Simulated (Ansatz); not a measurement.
Crystal: Co.

```xyz
4
Lattice="2.4706 0.0000 0.0000 -1.2353 2.1396 0.0000 0.0000 0.0000 8.0882" Properties=species:S:1:pos:R:3 pbc="T T T"
Co    1.2353    0.7132    6.0662
Co    0.0000    0.0000    4.0441
Co    0.0000    1.4264    2.0221
Co    0.0000    0.0000    0.0000
```

| Quantity | Value |
| --- | --- |
| Program | Ansatz 0.2.0 |
| Task | relaxation of cell and atoms |
| Functional | RPBE |
| Dispersion | D3(BJ) |
| Potentials or basis | Ansatz PAW |
| Cutoff | 420 eV (not typed: the program's choice for these potentials) |
| k mesh | 12 × 12 × 4 |
| Occupations | fermi-dirac, width 0.05 eV |
| Spin | collinear spin, ferromagnetic start |
| Starting moments | [2.0, 2.0, 2.0, 2.0] μB |

At the start: volume 10.69 Å³/atom.

Task: How do energy, volume and symmetry change on relaxing?

Result: It ends after 8 steps and the volume is 9.76 Å³/atom (-8.7 %); space group P6_3/mmc (No. 194, to 0.05 Å); moment 6.21 μB per cell.

The path:
```
step  energy change (eV)  largest force (eV/Å)  volume (Å³)
   1              0.0000                0.0000        42.75
   2             -0.2017                0.0000        40.73
   3             -0.2608                0.0000        38.80
   4             -0.2620                0.0000        39.06
   5             -0.2621                0.0000        39.04
   6             -0.2575                0.0000        39.04
   7             -0.2575                0.0000        39.04
   8             -0.2575                0.0000        39.04
```

Final structure:
```
Co
1.0
     2.40456    0.00000    0.00000
    -1.20228    2.08241    0.00000
     0.00000    0.00000    7.79730
Co
4
Cartesian
  1.2023 0.6941 5.8480
  0.0000 0.0000 3.8986
  0.0000 1.3883 1.9493
  0.0000 0.0000 0.0000
```

Caveat: the plane-wave basis is chosen anew once the cell has moved, so the energies of steps on either side of that aren't comparable; pairwise dispersion overbinds metals, which lowers pressure and volume; the PAW data sets come from PBE, with cores solved anew for the run's functional, which leaves a small shift of forces and pressure.
